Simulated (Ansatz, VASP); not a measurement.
**S: VASP beside Ansatz**

```xyz
1
Lattice="0.0000 1.9945 1.9945 1.9945 0.0000 1.9945 1.9945 1.9945 0.0000" Properties=species:S:1:pos:R:3 pbc="T T T"
S     0.0000    0.0000    0.0000
```

Alike in both runs: functional PBE; k mesh 17 × 17 × 17; occupations fermi-dirac, width 0.05 eV; no spin polarisation.

Ansatz relaxed the structure, and its values are those at the end. VASP's run is a single point on that final structure, the one shown.

```csv
,VASP,Ansatz
version,VASP 6.6.1,Ansatz 0.2.0
potentials or method,"VASP PAW PBE potentials, release 64 (S)","PAW with Ansatz's default frozen-core files, scalar-relativistic"
plane-wave cutoff (eV),520,420
valence electrons in the cell,6,6
```

Ansatz gave:

```
pressure (GPa) : 0.0
```

Q: Estimate VASP's values.

A: Pressure (GPa): -0.2.
